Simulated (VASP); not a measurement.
# Si (I4/mmm) in VASP: a series of runs, part 2 of 2

VASP 6.6.1.

## (6) Single point, PBE

INCAR

```
PREC = Normal
ENCUT = 450
EDIFF = 1E-4
ISMEAR = 0
SIGMA = 0.05
LREAL = Auto
LASPH = True
NELM = 100
ALGO = Normal
ISIF = 2
LWAVE = False
LCHARG = False
GGA = PE
NBANDS = 16
ADDGRID = False
```

KPOINTS

```
Automatic mesh
0
Gamma
  5 5 5
```

POSCAR

```
Si
1.0
   -3.3254442900      3.3254442900      1.9223856600
    3.3254442900     -3.3254442900      1.9223856600
    3.3254442900      3.3254442900     -1.9223856600
Si
4
Direct
    0.8211989400      0.1788010600      0.0000000000
    0.1788010600      0.8211989400      0.0000000000
    0.8211989400      0.8211989400      0.6423978800
    0.1788010600      0.1788010600      0.3576021200
```

Potentials or basis: VASP PAW PBE potentials, release 64 (Si).

Started as:

```console
cat potpaw_PBE.64/Si/POTCAR > POTCAR
mpirun -np 1 vasp_std > vasp.out
```

OUTCAR:

```text
PREC = Normal
   ENCUT = 450
   EDIFF = 1E-4
   ISMEAR = 0
   LREAL = Auto
   LASPH = True
   NELM = 100
   ISIF = 2
   GGA = PE

 Found     18 irreducible k-points:

 Following reciprocal coordinates:
            Coordinates               Weight
  0.000000  0.000000  0.000000      1.000000
  0.200000  0.000000 -0.000000      8.000000
  0.400000  0.000000  0.000000      8.000000
  0.200000  0.200000 -0.000000      8.000000
  0.400000  0.200000  0.000000     16.000000
 -0.400000  0.200000 -0.000000     16.000000
   k-points           NKPTS =     18   k-points in BZ     NKDIM =     18   number of bands    NBANDS=     16
   number of dos      NEDOS =    301   number of ions     NIONS =      4
   total plane-waves  NPLWV =  21952
   dimension x,y,z NGX =    28 NGY =   28 NGZ =   28
   dimension x,y,z NGXF=    56 NGYF=   56 NGZF=   56
   ions per type =               4
   NGX,Y,Z   is equivalent  to a cutoff of   9.16,  9.16,  9.16 a.u.
   NGXF,Y,Z  is equivalent  to a cutoff of  18.32, 18.32, 18.32 a.u.
 SYSTEM =  unknown system
   PREC   = normal    normal or accurate (medium, high low for compatibility)
   ISTART =      0    job   : 0-new  1-cont  2-samecut
   ICHARG =      2    charge: 1-file 2-atom 10-const
   ISPIN  =      1    spin polarized calculation?
   LNONCOLLINEAR =      F non collinear calculations
   LSORBIT =      F    spin-orbit coupling
   LASPH  =      T    aspherical Exc in radial PAW
   ENCUT  =  450.0 eV  33.07 Ry    5.75 a.u.   8.79  8.79  8.79*2*pi/ulx,y,z
   NELM   =    100;   NELMIN=  2; NELMDL= -5     # of ELM steps
   EDIFF  = 0.1E-03   stopping-criterion for ELM
   LREAL  =      T    real-space projection
   EDIFFG = 0.1E-02   stopping-criterion for IOM
   NSW    =      0    number of steps for IOM
   IBRION =     -1    ionic relax: 0-MD 1-quasi-New 2-CG
   NFREE  =      0    steps in history (QN), initial steepest desc. (CG)
   ISIF   =      2    stress and relaxation
   ISYM   =      2    0-nonsym 1-usesym 2-fastsym
   POTIM  = 0.5000    time-step for ionic-motion
   TEBEG  =    0.0;   TEEND  =   0.0 temperature during run
   PSTRESS=    0.0 pullay stress
   NELECT =      16.0000    total number of electrons
   NUPDOWN=      -1.0000    fix difference up-down
   EMIN   =  10.00;   EMAX   =-10.00  energy-range for DOS
   EFERMI =   0.00;   METHOD = LEGACY
   ISMEAR =     0;   SIGMA  =   0.05  broadening in eV -4-tet -1-fermi 0-gaus
   EFERMI_NEDOS =   21; number of points for ismear=-14 and -15
   IALGO  =     38    algorithm
   IMIX   =      4    mixing-type and parameters
     AMIX     =   0.40;   BMIX     =  1.00
     AMIX_MAG =   1.60;   BMIX_MAG =  1.00
  volume/ion in A,a.u.               =      21.26       143.46
  Fermi-wavevector in a.u.,A,eV,Ry     =   0.938098  1.772748 11.973506  0.880028
  Thomas-Fermi vector in A             =   2.065276
   LORBIT       =      0    0 simple, 1 ext, 2 COOP (PROOUT), +10 PAW based schemes
   GGA     = PE    functional components
   LHFCALC =     F    Hartree Fock is set to
   AEXX    =    0.0000 exact exchange contribution
   IVDW    =     0    specifies the selected vdW correction
   LEPSILON=     F    determine dielectric tensor
   LRPA    =     F    only Hartree local field effects (RPA)
 non-spin polarized calculation
 Gauss-broadening in eV      SIGMA  =   0.05
  energy-cutoff  :      450.00
  volume of cell :       85.04
 maximum number of plane-waves:      1866
   NGX = 17   NGY = 17   NGZ = 17

 number of electron      16.0000009 magnetization

 Free energy of the ion-electron system (eV)
  ---------------------------------------------------
  ext. energy  EPLUGINS =         0.00000000
  ---------------------------------------------------
  free energy    TOTEN  =       -21.26960784 eV

  energy without entropy =      -21.26960784  energy(sigma->0) =      -21.26960784

 E-fermi :   5.3769     XC(G=0):  -9.0817

 val. band max:        5.1383673839   @ k =  -0.4000   0.4000   0.4000
 cond. band min:       5.8964679435   @ k =  -0.2000  -0.2000   0.2000
 fundamental gap:      0.7581005596
 Fermi energy:         5.3768955373

 k-point     1 :       0.0000    0.0000    0.0000
  band No.  band energies     occupation
      1      -6.5940      2.00000
      2      -2.3750      2.00000
      3      -0.1143      2.00000
      4      -0.1143      2.00000
      5       1.6989      2.00000
      6       3.9587      2.00000
[... 8 lines left out ...]
     15      10.9224      0.00000
     16      12.4103      0.00000

 k-point     2 :       0.2000    0.0000   -0.0000
  band No.  band energies     occupation
      1      -6.1575      2.00000
      2      -2.4122      2.00000
      3      -0.6742      2.00000
      4       0.3028      2.00000
      5       1.9305      2.00000
      6       2.3072      2.00000
[... 8 lines left out ...]
     15      10.7491      0.00000
     16      12.3167      0.00000

 k-point     3 :       0.4000    0.0000    0.0000
  band No.  band energies     occupation
      1      -5.0085      2.00000
      2      -2.2660      2.00000
      3      -2.1558      2.00000
      4      -0.4097      2.00000
      5       1.1855      2.00000
      6       1.9964      2.00000
[... 8 lines left out ...]
     15      11.3872      0.00000
     16      13.0549      0.00000

 k-point     4 :       0.2000    0.2000   -0.0000
  band No.  band energies     occupation
      1      -5.1733      2.00000
      2      -2.1590      2.00000
      3      -1.4798      2.00000
      4      -0.9203      2.00000
      5       1.2559      2.00000
      6       2.4395      2.00000
[... 8 lines left out ...]
     15      12.0164      0.00000
     16      12.8392      0.00000

 k-point     5 :       0.4000    0.2000    0.0000
  band No.  band energies     occupation
      1      -4.6284      2.00000
      2      -3.0059      2.00000
      3      -2.3114      2.00000
      4      -0.2329      2.00000
      5       1.0089      2.00000
      6       2.7036      2.00000
[... 8 lines left out ...]
     15      12.3692      0.00000
     16      13.2922      0.00000

 k-point     6 :      -0.4000    0.2000   -0.0000
  band No.  band energies     occupation
      1      -5.7459      2.00000
      2      -3.4512      2.00000
      3      -0.9462      2.00000
      4       0.7851      2.00000
      5       1.9516      2.00000
      6       2.7076      2.00000
[... 8 lines left out ...]
     15      11.3889      0.00000
     16      11.7246      0.00000

 [... further k-points ...]

------------------------ aborting loop because EDIFF is reached ----------------------------------------

  FORCE on cell =-STRESS in cart. coord.  units (eV):
  Direction    XX          YY          ZZ          XY          YZ          ZX
  --------------------------------------------------------------------------------------
  -------------------------------------------------------------------------------------
  Total        0.7228188      0.7228188      0.8773391      0.0000000      0.0000000     -0.0000000
  in kB       13.6188409     13.6188409     16.5302029      0.0000000      0.0000000     -0.0000000
  external PRESSURE =      14.5892949 kB  Pullay stress =       0.0000000 kB

 VOLUME and BASIS-vectors are now :
 -----------------------------------------------------------------------------
  energy-cutoff  :      450.00
  volume of cell :       85.04
      direct lattice vectors                 reciprocal lattice vectors
    -3.325444290  3.325444290  1.922385660     0.000000000  0.150355849  0.260093492
     3.325444290 -3.325444290  1.922385660     0.150355849  0.000000000  0.260093492
     3.325444290  3.325444290 -1.922385660     0.150355849  0.150355849  0.000000000

 POSITION                                       TOTAL-FORCE (eV/Angst)
 -----------------------------------------------------------------------------------
     -2.13626      2.13626      1.92239         0.001519     -0.001519      0.000000
      2.13626     -2.13626      1.92239        -0.001519      0.001519      0.000000
      2.13626      2.13626      1.92239        -0.001519     -0.001519     -0.000000
      1.18919      1.18919     -0.00000         0.001519      0.001519      0.000000
 -----------------------------------------------------------------------------------
    total drift:                               -0.000000      0.000000     -0.000000

  FREE ENERGIE OF THE ION-ELECTRON SYSTEM (eV)
  ---------------------------------------------------
  free  energy   TOTEN  =       -21.2696078396 eV

  energy  without entropy=      -21.2696078396  energy(sigma->0) =      -21.26960784
```

OSZICAR:

```text
N       E                     dE             d eps       ncg     rms          rms(c)
DAV:   1     0.205160661660E+02    0.20516E+02   -0.53806E+03   576   0.728E+02
DAV:   2    -0.200292613793E+02   -0.40545E+02   -0.36936E+02   760   0.111E+02
DAV:   3    -0.216828248867E+02   -0.16536E+01   -0.16435E+01   776   0.211E+01
DAV:   4    -0.217035596567E+02   -0.20735E-01   -0.20730E-01   744   0.305E+00
DAV:   5    -0.217039826055E+02   -0.42295E-03   -0.42294E-03   792   0.409E-01    0.682E+00
DAV:   6    -0.213952730449E+02    0.30871E+00   -0.14793E-01   672   0.184E+00    0.414E+00
DAV:   7    -0.212652012176E+02    0.13007E+00   -0.26739E-01   704   0.251E+00    0.361E-01
DAV:   8    -0.212683951898E+02   -0.31940E-02   -0.26279E-02   688   0.863E-01    0.171E-01
DAV:   9    -0.212693464799E+02   -0.95129E-03   -0.17696E-03   776   0.235E-01    0.910E-02
DAV:  10    -0.212695571120E+02   -0.21063E-03   -0.29769E-04   720   0.877E-02    0.363E-02
DAV:  11    -0.212696078396E+02   -0.50728E-04   -0.67170E-05   600   0.455E-02
   1 F= -.21269608E+02 E0= -.21269608E+02  d E =-.117965E-12
```

Wall time 11 s (1 thread of AMD EPYC 9R14 (Zen 4), shared host); peak memory 0.12 GiB.

The run converged, but some of its settings lie outside the range that counts as converged, so its numbers aren't taken as properties of the crystal.

Results:

| Quantity | Value |
| --- | --- |
| Free energy | -21.2696 eV |
| Pressure | 1.5 GPa |
| Band gap on the k mesh | 0.76 eV, indirect (least direct gap 0.84 eV) |

Caveat: an odd mesh through Γ misses points on the zone boundary, where band edges often lie.
